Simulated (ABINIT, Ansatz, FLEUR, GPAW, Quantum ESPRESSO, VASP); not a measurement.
Fe: programs and potentials compared

```
Fe
1.0
    -1.44300    1.44300    1.44300
     1.44300   -1.44300    1.44300
     1.44300    1.44300   -1.44300
Fe
1
Direct
  0.00000 0.00000 0.00000
```

Alike in all runs: task single point; functional PBE; k mesh 13 × 13 × 13; occupations fermi-dirac, width 0.05 eV; collinear spin, ferromagnetic start; no spin-orbit coupling. Pressure is positive in compression and, in plane waves, holds the error of the finite cutoff.

```
                        program and potentials  plane-wave cutoff (eV)                                    notes  pressure (GPa)  net moment per atom (μB)
                    FLEUR, all-electron, FLAPW                       -                                        -               -                      2.25
                      ABINIT, JTH PAW PBE v2.0                     707  16 valence electrons an atom on average          -10.21                      2.26
    GPAW, GPAW PAW data sets (gpaw-data 1.2.1)                     600   8 valence electrons an atom on average           -7.97                      2.25
                VASP, PBE PAW files Fe, 520 eV                     520   8 valence electrons an atom on average           -9.09                      2.28
     Quantum ESPRESSO, SSSP 1.3 efficiency PBE                     871  16 valence electrons an atom on average          -11.35                      2.25
Ansatz, all-electron LAPW, scalar-relativistic                       -                                        -           -9.85                      2.24
```

The pressure spans -11.35 (Quantum ESPRESSO, SSSP 1.3 efficiency PBE) to -7.97 GPa (GPAW, GPAW PAW data sets (gpaw-data 1.2.1)), with all-electron results at -9.85. The net moment per atom spans 2.24 (Ansatz, all-electron LAPW, scalar-relativistic) to 2.28 μB (VASP, PBE PAW files Fe, 520 eV), with all-electron results at 2.24 to 2.25. Runs that ended in another magnetic state (3) are left out. The state is the one that the start led to, which needn't be the lowest.

The functional is the same throughout but for its coding, so the spread measures potentials, basis and numerics; runs on potential files found faulty are left out.
